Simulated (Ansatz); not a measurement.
**CoSi under changes of volume**

One of the cells (10.758 Å³/atom); the others are scaled copies at fixed shape and fractional positions:

```xyz
2
Lattice="2.7813 0.0000 0.0000 0.0000 2.7813 0.0000 0.0000 0.0000 2.7813" Properties=species:S:1:pos:R:3 pbc="T T T"
Co    0.0000    0.0000    0.0000
Si    1.3907    1.3907    1.3907
```

Measurements of this composition are mostly on another form, of space group No. 198.

| Quantity | Value |
| --- | --- |
| Program | Ansatz 0.2.0 |
| Functional | PBE |
| Potentials or basis | all-electron LAPW, scalar-relativistic |
| Cutoff | 295 eV (chosen from the basis error) |
| Basis error allowed | 0.0005 eV/atom |
| k mesh | 10 × 10 × 10 |
| Occupations | fermi-dirac, width 0.05 eV |
| Spin | collinear spin, ferromagnetic start |
| Starting moments | [2.0, 0.0] μB |

```csv
volume (Å³/atom),energy over the lowest point (meV/atom),pressure (GPa),moment (μB per cell)
10.112,31.86,15.8,0.52
10.328,14.41,10.3,0.53
10.543,?,?,?
10.758,0.00,0.8,0.56
10.973,1.84,-3.4,0.56
11.188,9.02,-7.1,0.58
11.403,20.91,-10.2,0.60
```

What does the run at 10.543 Å³/atom give?

Energy over the lowest point 3.98 meV/atom; pressure 5.3 GPa; moment 0.54 μB per cell.

Worked out: A Birch-Murnaghan fit of order 3 (a polynomial in V^(-2/3)) to the other rows has its minimum at 10.79 Å³/atom with B0 = V·E''(V) = 214 GPa and B' = 3.7. It gives 4.01 meV/atom at 10.543 Å³/atom, against the run's 3.98, and -dE/dV = 5.3 GPa, against 5.3. A parabola through the other rows of the moment, of slope 0.0533 μB per Å³/atom there, gives 0.54 μB, against the run's 0.54.

Energies are extrapolated to zero smearing.
